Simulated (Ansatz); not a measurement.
## N: equation of state with PBE

N:

```
CELL_PARAMETERS angstrom
2.51947 0.00000 0.00000
-1.25974 2.18193 0.00000
0.00000 0.00000 2.44600
ATOMIC_POSITIONS crystal
N 0.33333 0.66667 0.75000
N 0.66667 0.33333 0.25000
```

The real solid is made of molecules; this cell is a model form.

| Quantity | Value |
| --- | --- |
| Program | Ansatz 0.2.0 |
| Task | equation of state |
| Functional | PBE |
| Potentials or basis | Ansatz PAW |
| Cutoff | 420 eV |
| Density cutoff | 1680 eV |
| k mesh | 12 × 12 × 11 |
| Occupations | fermi-dirac, width 0.05 eV |
| Spin | no spin polarisation |

- Equilibrium volume: 7.06 Å³/atom
- Bulk modulus at fixed shape and positions: 191 GPa
- Pressure derivative of the bulk modulus: 3.3

Energy against volume, from the lowest point:
```tsv
volume (Å³/atom)	energy (meV/atom)
6.320	54.35
6.454	35.31
6.589	20.74
6.723	10.20
6.858	3.44
6.992	0.11
7.127	0.00
```

All runs of the series together: 8.4 s on 1 thread of Arm Neoverse V1, on a shared host.

Caveat: the cell was scaled at fixed shape and fractional positions, which overstates the stiffness of a crystal with free parameters, most of all of layers and chains.
